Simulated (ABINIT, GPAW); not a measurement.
Given: the input of a run of ABINIT 10.8.3 (patched build) on SnSe. Measurements of this composition are mostly on another form, of space group No. 62.

The input run.abi:

```
# Pseudopotentials
pp_dirpath "./"
pseudos "Sn.GGA_PBE-JTH.xml, Se.GGA_PBE-JTH.xml"

# Structure
structure "poscar:POSCAR"
natom 2

# Plane-wave basis
ecut 22.0
pawecutdg 44.0
pawxcdev 0

# k points
kptopt 1
ngkpt 7 7 7
nshiftk 1
shiftk 0.0 0.0 0.0

# Exchange and correlation
ixc 11

# Bands and occupations
nband 14
occopt 3
tsmear 0.05 eV

# SCF cycle
nstep 100
tolvrs 1.0e-9

# Output
iomode 3
prtwf 0
prteig 0
prtebands 0
enunit 2
prtden 1
prtvha 1
prtvclmb 1
prtpot 1
```

POSCAR

```
SnSe
1.0
    0.0000000000      3.3908400000      3.3908400000
    3.3908400000      0.0000000000      3.3908400000
    3.3908400000      3.3908400000      0.0000000000
Sn Se
1 1
Direct
    0.0000000000      0.0000000000      0.0000000000  Sn
    0.7500000000      0.7500000000      0.7500000000  Se
```

Potentials or basis: JTH PAW PBE v2.0.

Run with:

```sh
$ abinit run.abi > log 2>&1
```

Q: What does the same run look like in GPAW 26.7.0 (ASE script)? Potentials or basis there: GPAW PAW data sets (gpaw-data 1.2.1), cutoff 600 eV.

A: As run (cutoffs and basis follow the program's own potentials, and thresholds, step limits or extra output files can differ):

File run.py:

```python
from ase import Atoms
from ase.dft.bandgap import bandgap
from ase.io import write
from ase.units import GPa
from gpaw import GPAW, PW

atoms = Atoms(['Sn', 'Se'],
              cell=[[0.0, 3.39084, 3.39084],
                    [3.39084, 0.0, 3.39084],
                    [3.39084, 3.39084, 0.0]],
              scaled_positions=[[0.0, 0.0, 0.0],
                                [0.75, 0.75, 0.75]],
              pbc=True)

calc = GPAW(mode=PW(600),
            xc='PBE',
            kpts={'size': (7, 7, 7), 'gamma': True},
            occupations={'name': 'fermi-dirac', 'width': 0.05},
            nbands=19,
            convergence={'density': 1e-05, 'energy': 1e-05},
            maxiter=150,
            txt='gpaw.txt')
atoms.calc = calc
energy = atoms.get_potential_energy()
forces = atoms.get_forces()
stress = atoms.get_stress()
calc.write('gs.gpw')
write('result.traj', atoms)
print(f'Energy: {energy:.6f} eV')
print('Forces (eV/A):')
print(forces.round(4))
print('Stress (GPa):', (stress / GPa).round(3))
print('Fermi level:', round(calc.get_fermi_level(), 4), 'eV')
print(f'Gap: {bandgap(calc)[0]:.4f} eV, direct: {bandgap(calc, direct=True)[0]:.4f} eV')
```

Potentials or basis: GPAW PAW data sets (gpaw-data 1.2.1), pw.

Run with:

```bash
$ OMP_NUM_THREADS=1 python run.py
```

Both were run:

|  | ABINIT | GPAW |
| --- | --- | --- |
| Pressure | 0.0 GPa | -0.1 GPa |

Pressure is positive in compression.
